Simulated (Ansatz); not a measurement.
Crystal: MnAs.

```
CELL_PARAMETERS angstrom
3.71000 0.00000 0.00000
-1.85500 3.21295 0.00000
0.00000 0.00000 5.69100
ATOMIC_POSITIONS crystal
As 0.66667 0.33333 0.75000
As 0.33333 0.66667 0.25000
Mn 0.00000 0.00000 0.50000
Mn 0.00000 0.00000 0.00000
```

```yaml
Program: Ansatz 0.2.0
Task: relaxation of cell and atoms
Functional: PBE
Dispersion: D3(BJ)
Potentials_or_basis: Ansatz PAW
Cutoff: "420 eV (not typed: the program's choice for these potentials)"
k_mesh: 8 × 8 × 5
Occupations: fermi-dirac, width 0.05 eV
Spin: collinear spin, ferromagnetic start
Starting_moments: "[0.0, 0.0, 4.0, 4.0] μB"
```

At the start: volume 16.96 Å³/atom.

Task: How do energy, volume and symmetry change on relaxing?

Result: It ends after 7 steps and the volume is 15.09 Å³/atom (-11.0 %); space group P6_3/mmc (No. 194, to 0.05 Å); moment 5.20 μB per cell.

The path:
```
step  energy change (eV)  largest force (eV/Å)  volume (Å³)
   1              0.0000                0.0000        67.84
   2             -0.1657                0.0000        63.35
   3             -0.1898                0.0000        58.38
   4             -0.2075                0.0000        60.47
   5             -0.2079                0.0000        60.31
   6             -0.2080                0.0000        60.35
   7             -0.2060                0.0000        60.35
```

Final structure:
```
CELL_PARAMETERS angstrom
3.58536 0.00000 0.00000
-1.79268 3.10501 0.00000
0.00000 0.00000 5.42088
ATOMIC_POSITIONS crystal
As 0.66667 0.33333 0.75000
As 0.33333 0.66667 0.25000
Mn 0.00000 0.00000 0.50000
Mn 0.00000 0.00000 0.00000
```

Caveat: the plane-wave basis is chosen anew once the cell has moved, so the energies of steps on either side of that aren't comparable; the volume moved by -11 % from the deposited cell, more than functionals usually miss; only a ferromagnetic start was run, and an antiferromagnetic order may lie lower in energy.
